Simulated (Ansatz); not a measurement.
# Ca: energies, forces and stress near the listed structure

Aim: see how energy, forces, stress and gap of Ca answer to further strains and shifts, swapped elements, other functionals. Nothing is relaxed unless a step says so.

Method: DFT PBE, scalar-relativistic, plane waves, PAW, in Ansatz 0.2.0.

### Step 1. The system as given

The structure is hexagonal, space group P6_3/mmc (No. 194). The conventional cell has a = 3.958 Å, b = 3.958 Å, c = 12.869 Å, α = 90.00°, β = 90.00°, γ = 120.00°. Ca (site symmetry -3m) has 12 Ca at 3.95 to 3.96 Å as nearest neighbours. Around Ca (site symmetry -6m2) lie 12 Ca at 3.95 to 3.96 Å.

Structure file:

```cif
data_structure
_symmetry_space_group_name_H-M 'P6_3/mmc'
_symmetry_Int_Tables_number 194
_cell_length_a 3.9576
_cell_length_b 3.9576
_cell_length_c 12.8694
_cell_angle_alpha 90.000
_cell_angle_beta 90.000
_cell_angle_gamma 120.000
_cell_volume 174.56
loop_
_atom_site_label
_atom_site_type_symbol
_atom_site_symmetry_multiplicity
_atom_site_Wyckoff_symbol
_atom_site_fract_x
_atom_site_fract_y
_atom_site_fract_z
_atom_site_occupancy
Ca1 Ca 2 a 0.00000 0.00000 0.00000 1
Ca2 Ca 2 c 0.33333 0.66667 0.25000 1
```

The structure comes from the Materials Project (structure only).

### Step 2. A change within a subgroup

The change: strain xx, yy, zz, yz, xz, xy = +4.4, +3.4, +0.9, +0.8, -0.5, +0.9 %; atoms moved by 0.10 Å root mean square, at most 0.14 Å.

File input.yaml:

```yaml
crystal:
  lattice:
    - [4.1318454949, 0.0349847843, -0.0183234786]
    - [-2.0356250355, 3.5258318725, 0.03664903]
    - [-0.0595854194, 0.1032127567, 12.9844736641]
  atoms:
    - { symbol: Ca, position: [0.0044043973, -0.0244228025, -0.0071302769] }
    - { symbol: Ca, position: [0.3302685477, 0.6651342789, 0.25] }
    - { symbol: Ca, position: [0.0044043973, 0.0288271998, 0.5071302769] }
    - { symbol: Ca, position: [0.6609226577, 0.3304613238, 0.75] }
basis:
  ecutwfc: 420
kpoints:
  mp_grid: { grid: [10, 10, 4] }
hamiltonian:
  xc: pbe
scf:
  occupations: { method: gaussian, width: 0.1 }
output:
  forces: true
  stress: true
  eigenvalues: true
```

On the command line:

```sh
ansatz run input.yaml --threads 1 --pin off --max-ram 1331MiB --backend cpu --events-out ev --progress --plain --runs-dir out
```

### Step 3. Another functional, on a distorted cell: LDA

File input.yaml:

```yaml
crystal:
  lattice:
    - [4.0118524339, 0.0, 0.0]
    - [-2.0059262169, 3.474366124, 0.0]
    - [0.0, 0.0, 13.8181547591]
  atoms:
    - { symbol: Ca, position: [0.0, 0.0, 0.0] }
    - { symbol: Ca, position: [0.33333333, 0.66666667, 0.25] }
    - { symbol: Ca, position: [0.0, 0.0, 0.5] }
    - { symbol: Ca, position: [0.66666667, 0.33333333, 0.75] }
basis:
  ecutwfc: 420
kpoints:
  mp_grid: { grid: [12, 12, 4] }
hamiltonian:
  xc: lda
scf:
  occupations: { method: gaussian, width: 0.1 }
output:
  forces: true
  stress: true
  eigenvalues: true
```

### Step 4. Substitution of an element, cell strained: Ca → Ba, first probe

File input.yaml:

```yaml
crystal:
  lattice:
    - [4.664334311, 0.0, 0.0]
    - [-2.3321671554, 4.039432005, 0.0]
    - [0.0, 0.0, 15.1677703586]
  atoms:
    - { symbol: Ba, position: [0.0, 0.0, 0.0] }
    - { symbol: Ba, position: [0.33333333, 0.66666667, 0.25] }
    - { symbol: Ba, position: [0.0, 0.0, 0.5] }
    - { symbol: Ba, position: [0.66666667, 0.33333333, 0.75] }
basis:
  ecutwfc: 420
kpoints:
  mp_grid: { grid: [6, 6, 2] }
hamiltonian:
  xc: pbe
scf:
  occupations: { method: gaussian, width: 0.1 }
output:
  forces: true
  stress: true
  eigenvalues: true
```

### Step 5. Substitution of an element, cell strained: Ca → Ba

Changes to input.yaml since step 4:

```diff
@@ -13,3 +13,3 @@
 kpoints:
-  mp_grid: { grid: [6, 6, 2] }
+  mp_grid: { grid: [12, 12, 4] }
 hamiltonian:
```

### Step 6. A distortion of lower symmetry

File input.yaml:

```yaml
crystal:
  lattice:
    - [3.8649480004, 0.0, 0.0]
    - [-1.9324740001, 3.3471431526, 0.0]
    - [0.0, 0.0, 12.7613179033]
  atoms:
    - { symbol: Ca, position: [0.0, 0.0, -0.0109889447] }
    - { symbol: Ca, position: [0.33333333, 0.66666667, 0.25] }
    - { symbol: Ca, position: [0.0, 0.0, 0.5109889447] }
    - { symbol: Ca, position: [0.66666667, 0.33333333, 0.75] }
basis:
  ecutwfc: 420
kpoints:
  mp_grid: { grid: [12, 12, 4] }
hamiltonian:
  xc: pbe
scf:
  occupations: { method: gaussian, width: 0.1 }
output:
  forces: true
  stress: true
  eigenvalues: true
  populations: true
```

### Step 7. A distortion of lower symmetry

File input.yaml:

```yaml
crystal:
  lattice:
    - [3.9667363094, -0.1582230402, 0.0]
    - [-2.1203933269, 3.6726463594, 0.0]
    - [0.0, 0.0, 12.5433099108]
  atoms:
    - { symbol: Ca, position: [-0.0129700398, -0.0064850199, -0.0039271565] }
    - { symbol: Ca, position: [0.3539874662, 0.6769937381, 0.25] }
    - { symbol: Ca, position: [-0.0129700398, -0.0064850199, 0.5039271565] }
    - { symbol: Ca, position: [0.6719526135, 0.3359763017, 0.75] }
basis:
  ecutwfc: 420
kpoints:
  mp_grid: { grid: [12, 12, 4] }
hamiltonian:
  xc: pbe
scf:
  occupations: { method: gaussian, width: 0.1 }
output:
  forces: true
  stress: true
  eigenvalues: true
```

### Step 8. One element swapped, cell strained: Ca → Ba, first probe

File input.yaml:

```yaml
crystal:
  lattice:
    - [4.6129059316, 0.0, 0.0]
    - [-2.3064529657, 3.994893722, 0.0]
    - [0.0, 0.0, 15.0005323784]
  atoms:
    - { symbol: Ba, position: [0.0, 0.0, 0.0] }
    - { symbol: Ba, position: [0.33333333, 0.66666667, 0.25] }
    - { symbol: Ba, position: [0.0, 0.0, 0.5] }
    - { symbol: Ba, position: [0.66666667, 0.33333333, 0.75] }
basis:
  ecutwfc: 420
kpoints:
  mp_grid: { grid: [6, 6, 2] }
hamiltonian:
  xc: pbe
scf:
  occupations: { method: gaussian, width: 0.1 }
output:
  forces: true
  stress: true
  eigenvalues: true
```

### Step 9. Substitution of an element, cell strained: Ca → Ba

Changes to input.yaml since step 8:

```diff
@@ -13,3 +13,3 @@
 kpoints:
-  mp_grid: { grid: [6, 6, 2] }
+  mp_grid: { grid: [12, 12, 4] }
 hamiltonian:
@@ -22 +22,2 @@
   eigenvalues: true
+  populations: true
```

What does the calculation give? Wanted: for each run, case; energy; pressure; largest force.

The runs gave:

| step | case | energy (meV/atom) | pressure (GPa) | largest force (eV/Å) | gap on the mesh (eV) |
| --- | --- | --- | --- | --- | --- |
| 2 | a change within a subgroup | +0.0 | -1.6 | 0.14 | 0.00 |
| 3 | another functional, on a distorted cell: LDA | n/a | -3.0 | 0.00 | 0.00 |
| 5 | substitution of an element, cell strained: Ca → Ba | n/a | -0.8 | 0.00 | 0.00 |
| 6 | a distortion of lower symmetry | -27.7* | 0.5 | 0.29 | 0.00 |
| 7 | a distortion of lower symmetry | -11.0* | -0.7 | 0.14 | 0.00 |
| 9 | substitution of an element, cell strained: Ca → Ba | timeout |  |  |  |

Energies are counted from step 2, with the smearing taken to zero; a star marks another k mesh, which can shift energies by itself, so starred rows don't rank against the others. Other atoms or functionals have another zero of energy (n/a). A gap of 0.00 means none on the mesh at this level.

Among the distorted cells of the listed formula and level the largest force, 0.29 eV/Å, comes in step 6, shared by 2 atoms. The distorted cells of the listed formula and level show no gap on the mesh.
